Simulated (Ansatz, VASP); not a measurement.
## Cu: VASP beside Ansatz

```
CELL_PARAMETERS angstrom
0.00000 1.75062 1.75062
1.75062 0.00000 1.75062
1.75062 1.75062 0.00000
ATOMIC_POSITIONS crystal
Cu 0.00000 0.00000 0.00000
```

Alike in both runs: functional PBE; k mesh 20 × 20 × 20; occupations gaussian, width 0.1 eV; no spin polarisation.

Ansatz relaxed the structure, and its values are those at the end. VASP's run is a single point on that final structure, the one shown.

|  | VASP | Ansatz |
| --- | --- | --- |
| version | VASP 6.6.1 | Ansatz 0.2.0 |
| potentials or method | VASP PAW PBE potentials, release 64 (Cu) | scalar-relativistic, plane waves, PAW |
| plane-wave cutoff (eV) | 520 | 420 |
| valence electrons in the cell | 11 | 19 |

```csv
,VASP,Ansatz,Ansatz less VASP
gap on the k mesh at the Fermi level (eV),none,none,-
pressure (GPa),20.5,20.0,-0.54
```

A gap of «none» marks a metal or a gap that the smearing closes. The two sets of potentials don't hold the same shells in valence.

Caveats: so large a pressure means that the cell lies far from this level's equilibrium, or that cutoff or potentials fall short (VASP).
